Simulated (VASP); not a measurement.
# Settings for MgO: self-consistent run

MgO, P1 (no. 1), 2 atoms in the cell. PBE; PAW potentials Mg, O (PBE set). VASP 6.6.1. The atoms are moved at random off their ideal places.

Wanted: energy within 1 meV/atom; forces within 0.005 eV/Å; pressure within 0.1 GPa.

POSCAR:
```
MgO
1.0
    0.0000000000      2.0970013927      2.0970013927
    2.0970013927      0.0000000000      2.0970013927
    2.0970013927      2.0970013927      0.0000000000
Mg O
1 1
Direct
   -0.0035920000     -0.0040530000      0.0095850000
    0.4991780000      0.5060980000      0.4910500000
```

## One numerical tag moved

| One numerical tag moved | Energy less reference (meV/atom) | Forces, largest deviation (eV/Å) | Pressure (GPa) | SCF iterations | Time (s) |
|---|---|---|---|---|---|
| default | 0.0 | 0.0000 | 6.39 | 11 | 23 |
| EBREAK = 0.0001 | 0.0 | 0.0002 | 6.40 | 13 | 22 |
| WEIMIN = 0.0 | 0.0 | 0.0000 | 6.39 | 11 | 23 |
| EBREAK = 1e-10 | 0.0 | 0.0000 | 6.39 | 11 | 24 |
| LMAXPAW = -1 | -8.1 | 0.0021 | 5.90 | 12 | 24 |
| NDAV = 2 | 0.0 | 0.0000 | 6.39 | 11 | 23 |
| LCORR = F | 0.0 | 0.0011 | 6.41 | 11 | 24 |
| LMAXPAW = 0 | 0.0 | 0.0003 | 6.38 | 11 | 23 |
| DEPER = 0.05 | 0.0 | 0.0002 | 6.40 | 12 | 30 |

Chosen: default; no other choice that stays within half of the tolerance saves 30 % of the time.

## The input

INCAR:
```
ALGO     = Normal         # electronic algorithm
EDIFF    = 1E-7           # SCF threshold, eV
ENCUT    = 520            # plane-wave cutoff, eV
ISIF     = 2              # what is computed and relaxed
ISMEAR   = 0              # smearing method
LASPH    = T              # aspherical terms in the spheres
LCHARG   = F              # write CHGCAR
LREAL    = F              # projectors in reciprocal space
LWAVE    = F              # write WAVECAR
NELM     = 100            # most SCF steps
PREC     = Accurate       # precision mode
SIGMA    = 0.02           # smearing width, eV
```

KPOINTS:
```
k-points
0
Gamma
  9 9 9
```

Commands:
```
cat potpaw_PBE.64/Mg/POTCAR potpaw_PBE.64/O/POTCAR > POTCAR
mpirun -np 1 vasp_std > vasp.out
```

The chosen input took VASP 6.6.1 23 s on 1 core (Intel Xeon Platinum 8488C (Sapphire Rapids)), a shared host.

## An input that fails: LMAXPAW = -1 without LASPH

It runs to its end, but against the unchanged starting input it is off by 8.1 meV/atom in the energy, 0.0021 eV/Å in the forces, 0.48 GPa in the pressure.

Changes against the starting input:
```
- LASPH = True
+ LASPH = False
+ LMAXPAW = -1
```
